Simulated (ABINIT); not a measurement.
Runs of ABINIT 10.8.3 (patched build) on Na2S. The structure is cubic, space group Fm-3m (No. 225). Conventional cell: a = 6.547 Å, b = 6.547 Å, c = 6.547 Å, α = 90.00°, β = 90.00°, γ = 90.00°. Around S (site symmetry m-3m) lie 8 Na at 2.83 Å. Na (site symmetry -43m) has 4 S at 2.83 Å as nearest neighbours. 

```csv
task,level,potentials or basis,k mesh,cutoff (eV),fine-grid cutoff,gap on the mesh (eV),pressure (GPa),V0 of scaled cells (Å³/atom),B0 (GPa)
band structure,r2SCAN,JTH PAW PBE v2.0,7 × 7 × 7,1306,1959.22 eV,3.01,-,-,-
equation of state,PBEsol,PseudoDojo NC SR PBEsol v0.4.1 standard,7 × 7 × 7,1197,-,-,-,22.93,29
band structure,PBEsol,PseudoDojo NC SR PBEsol v0.4.1 standard,7 × 7 × 7,1197,-,(c),(a),-,-
band structure,TB-mBJ,JTH PAW LDA v2.0,7 × 7 × 7,1306,1959.22 eV,4.92,-,-,-
band structure,LDA,JTH PAW LDA v2.0,7 × 7 × 7,1088,1687.11 eV,2.22,-2.0,-,-
equation of state,PBE,JTH PAW PBE v2.0,7 × 7 × 7,1088,1687.11 eV,-,-,(b),27
band structure,PBE,JTH PAW PBE v2.0,7 × 7 × 7,1088,1687.11 eV,2.46,0.5,-,-
equation of state,r2SCAN,JTH PAW PBE v2.0,5 × 5 × 5,1306,1959.22 eV,-,-,23.17,30
```

Alike in all rows: no spin polarisation; cell as given; smearing fermi-dirac 0.05 eV.

Estimate the missing entries.

(a) -0.6; (b) 23.79; (c) 2.36.

Caveats: the PAW data sets were made with another functional, which shifts forces and pressure a little (some runs); pressures at fixed basis lie under the slope of the energies (some runs); the constant c of TB-mBJ comes from the pseudo density here, which moves gaps by up to 0.3 eV between sets of potentials (some runs).

A k mesh can miss the band edges.

Not every run made on this cell is shown here.
